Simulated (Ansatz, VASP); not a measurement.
## Ag: VASP beside Ansatz

```xyz
1
Lattice="0.0000 2.0272 2.0272 2.0272 0.0000 2.0272 2.0272 2.0272 0.0000" Properties=species:S:1:pos:R:3 pbc="T T T"
Ag    0.0000    0.0000    0.0000
```

Alike in both runs: functional PBEsol; k mesh 20 × 20 × 20; occupations fermi-dirac, width 0.15 eV; no spin polarisation.

Ansatz relaxed the structure, and its values are those at the end. VASP's run is a single point on that final structure, the one shown.

|  | VASP | Ansatz |
| --- | --- | --- |
| version | VASP 6.6.1 | Ansatz 0.2.0 |
| potentials or method | VASP PAW PBE potentials, release 64 (Ag) | scalar-relativistic, plane waves, PAW |
| plane-wave cutoff (eV) | 520 | 420 |
| valence electrons in the cell | 11 | 19 |

Ansatz gave:

| Item | Value |
| --- | --- |
| gap on the k mesh at the Fermi level (eV) | none |
| pressure (GPa) | 0.0 |

What did VASP give for the same quantities?

gap on the k mesh at the Fermi level (eV): none; pressure (GPa): -0.2.

A gap of «none» marks a metal or a gap that the smearing closes. With one functional, cell and mesh, what is left measures potentials, basis and numerics. The two sets of potentials don't hold the same shells in valence.

Caveats: the PAW data sets were made with another functional, which shifts forces and pressure a little (VASP).
